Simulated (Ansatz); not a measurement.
# Li2O (Fm-3m): how far a G0W0 gap depends on its settings

How well converged is a G0W0 gap of the known phase of Li2O (Fm-3m) with 3 atoms a cell?

The runs shown are made with Ansatz 0.2.0. G0W0, plane waves. No spin polarisation and no zero-point or thermal motion.

## Step 1: Starting point

The cell was relaxed beforehand with r2SCAN.

The symmetry is Fm-3m (No. 225, cubic); a = 4.573 Å in the conventional setting, 7.97 Å³ an atom. Around Li lie 4 O at 1.98 Å; around O lie 8 Li at 1.98 Å.

As a file:

```cif
data_structure
_symmetry_space_group_name_H-M 'Fm-3m'
_symmetry_Int_Tables_number 225
_cell_length_a 4.5727
_cell_length_b 4.5727
_cell_length_c 4.5727
_cell_angle_alpha 90.000
_cell_angle_beta 90.000
_cell_angle_gamma 90.000
_cell_volume 95.62
loop_
_atom_site_label
_atom_site_type_symbol
_atom_site_symmetry_multiplicity
_atom_site_Wyckoff_symbol
_atom_site_fract_x
_atom_site_fract_y
_atom_site_fract_z
_atom_site_occupancy
Li1 Li 8 c 0.25000 0.75000 0.75000 1
O1 O 4 a 0.00000 0.00000 0.00000 1
```

## Step 2: From LDA, 2 empty bands, 80 eV

input.yaml

```yaml
crystal:
  lattice:
    - [0.0, 2.2863690217, 2.2863690217]
    - [2.2863690217, 0.0, 2.2863690217]
    - [2.2863690217, 2.2863690217, 0.0]
  atoms:
    - { symbol: Li, position: [0.25, 0.25, 0.25] }
    - { symbol: Li, position: [0.75, 0.75, 0.75] }
    - { symbol: O, position: [0.0, 0.0, 0.0] }
kpoints:
  mp_grid: { grid: [4, 4, 4] }
hamiltonian:
  xc: lda
scf:
  occupations: { method: fixed }
gw:
  n_empty_bands: 2
  ecut_chi: 80
  qp_bands: [v1, c1]
  qp_kpoints: band_edges
  screening: { model: contour_deformation }
```

On the command line:

```bash
$ ansatz run input.yaml --threads 4 --pin off --max-ram 3686MiB --backend cpu --events-out ev --progress --plain --runs-dir out
```

## Step 3: From PBE, 25 empty bands, 100 eV

input.yaml, as its differences from that of step 2:

```diff
@@ -12,3 +12,3 @@
 hamiltonian:
-  xc: lda
+  xc: pbe
 scf:
@@ -16,4 +16,4 @@
 gw:
-  n_empty_bands: 2
-  ecut_chi: 80
+  n_empty_bands: 25
+  ecut_chi: 100
   qp_bands: [v1, c1]
```

## Step 4: From PBE, 40 empty bands, 60 eV, q_mesh [2, 2, 2]

input.yaml, as its differences from that of step 3:

```diff
@@ -16,4 +16,4 @@
 gw:
-  n_empty_bands: 25
-  ecut_chi: 100
+  n_empty_bands: 40
+  ecut_chi: 60
   qp_bands: [v1, c1]
@@ -21 +21,2 @@
   screening: { model: contour_deformation }
+  q_mesh: [2, 2, 2]
```

## Step 5: From PBE, 8 empty bands, 80 eV

input.yaml, as its differences from that of step 4:

```diff
@@ -16,4 +16,4 @@
 gw:
-  n_empty_bands: 40
-  ecut_chi: 60
+  n_empty_bands: 8
+  ecut_chi: 80
   qp_bands: [v1, c1]
@@ -21,2 +21 @@
   screening: { model: contour_deformation }
-  q_mesh: [2, 2, 2]
```

Before running it: what results should come out? Wanted: for each run, start; potentials; frequencies; empty bands; cutoff; Kohn-Sham gap; G0W0 gap.

**Answer**, as computed:

```
start  potentials  frequencies  empty bands  cutoff (eV)   mesh  Kohn-Sham gap (eV)  G0W0 gap (eV)
  PBE         PAW         full           25          100  4×4×4                5.05           7.02
  PBE         PAW         full           40           60  4×4×4                5.05           7.25
```

Gaps are those on each run's own mesh. Runs that failed or were set aside have no row.

Over the runs in the table the G0W0 gap on the mesh spans 7.02 to 7.25 eV, and the shift from the starting levels +1.97 to +2.20 eV; where more than one setting differs between two runs, no single one explains their difference. G0W0 values are finite-basis, finite-mesh values.
